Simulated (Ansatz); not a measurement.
MnO:

```
Mn O
1.0
     0.00000    2.22391    2.22391
     2.22391    0.00000    2.22391
     2.22391    2.22391    0.00000
Mn O
1 1
Direct
  0.00000 0.00000 0.00000
  0.50000 0.50000 0.50000
```

The cell is a database's computed one.

| Item | Value |
| --- | --- |
| Program | Ansatz 0.2.0 |
| Task | relaxation of cell and atoms |
| Functional | PBEsol |
| Dispersion | D4 |
| Potentials or basis | all-electron LAPW, scalar-relativistic |
| Basis error allowed | 0.001 eV/atom |
| k mesh | 10 × 10 × 10 |
| Occupations | fermi-dirac, width 0.05 eV |
| Spin | collinear spin, ferromagnetic start |
| Starting moments | [4.0, 0.0] μB |

At the start: volume 11.00 Å³/atom.

Question: How do energy, volume and symmetry change on relaxing?

Answer: Over 8 steps the energy falls by 25.5 meV/atom and the volume is 10.44 Å³/atom (-5.1 %); space group Fm-3m (No. 225, to 0.05 Å); moment 4.56 μB per cell.

The path:
```tsv
step	energy change (eV)	largest force (eV/Å)	volume (Å³)
1	0.0000	0.0000	22.00
2	-0.0440	0.0000	21.08
3	-0.0508	0.0000	20.89
4	-0.0509	0.0000	20.87
5	-0.0509	0.0000	20.88
6	-0.0509	0.0000	20.88
7	-0.0509	0.0000	20.88
8	-0.0509	0.0000	20.88
```

Final structure:
```yaml
crystal:
  lattice:
    - [0.00000, 2.18541, 2.18541]
    - [2.18541, 0.00000, 2.18541]
    - [2.18541, 2.18541, 0.00000]
  atoms:
    - { symbol: Mn, position: [0.00000, 0.00000, 0.00000] }
    - { symbol: O, position: [0.50000, 0.50000, 0.50000] }
```

Caveat: a cell with one magnetic atom can't hold antiferromagnetic order, which such compounds often take.
